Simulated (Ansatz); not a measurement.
Sn under changes of volume

One of the cells (33.803 Å³/atom); the others are scaled copies at fixed shape and fractional positions:

```
Sn
1.0
     0.00000    3.23334    3.23334
     3.23334    0.00000    3.23334
     3.23334    3.23334    0.00000
Sn
2
Direct
  0.75000 0.75000 0.75000
  0.50000 0.50000 0.50000
```

This isn't the form of Sn at room conditions, which is tetragonal (white tin).

| Item | Value |
| --- | --- |
| Program | Ansatz 0.2.0 |
| Functional | r2SCAN |
| Potentials or basis | Ansatz PAW |
| Cutoff | 500 eV (not typed: the program's choice for these potentials) |
| k mesh | 7 × 7 × 7 |
| Occupations | fermi-dirac, width 0.05 eV |
| Spin | no spin polarisation |

```tsv
volume (Å³/atom)	energy over the lowest point (meV/atom)	pressure (GPa)
31.775	?	?
32.451	38.84	4.6
33.127	22.08	3.4
33.803	10.35	2.2
34.479	3.16	1.2
35.155	0.00	0.3
35.831	0.44	-0.5
```

**Question.** What does the run at 31.775 Å³/atom give?

**Answer.** Energy over the lowest point 61.01 meV/atom; pressure 6.0 GPa.

Worked out: A Birch-Murnaghan fit of order 3 (a polynomial in V^(-2/3)) to the other rows has its minimum at 35.40 Å³/atom with B0 = V·E''(V) = 43 GPa and B' = 4.9. It gives 61.27 meV/atom at 31.775 Å³/atom, against the run's 61.01, and -dE/dV = 6.0 GPa, against 6.0.

Energies are extrapolated to zero smearing.

Caveats: the PAW data sets come from PBE, with cores solved anew for the run's functional, which leaves a small shift of forces and pressure.
